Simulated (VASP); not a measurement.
Here is a VASP 6.6.1 calculation.

File INCAR:

```
  ALGO = Normal
  EDIFF = 1E-6
  ENCUT = 520
  GGA = PE
  ISIF = 2
  ISMEAR = 0
  LASPH = T
  LCHARG = F
  LREAL = F
  LWAVE = F
  NBANDS = 9
  NELM = 80
  PREC = Accurate
  SIGMA = 0.1
```

KPOINTS

```
Automatic mesh
0
Gamma
  2 2 2
  0.5 0.5 0.5
```

POSCAR

```
Se
1.0
   -1.7034486149      1.7034486149      1.7034486149
    1.7034486149     -1.7034486149      1.7034486149
    1.7034486149      1.7034486149     -1.7034486149
Se
1
Direct
    0.0000000000      0.0000000000      0.0000000000
```

Potentials or basis: VASP PAW PBE potentials, release 64 (Se).

Launch:

```console
$ cat potpaw_PBE.64/Se/POTCAR > POTCAR
$ mpirun -np 1 vasp_std > vasp.out
```

What does it give for the pressure?

32.6 GPa.

What does it give for the band gap on the k mesh?

None (metal or under the smearing width).

Caveat: the k mesh is coarse (spacing up to 1.30 Å⁻¹), so the values aren't converged; a pressure of tens of GPa on the cell as given is suspect, and the run, the potentials or the cell itself is likely at fault.
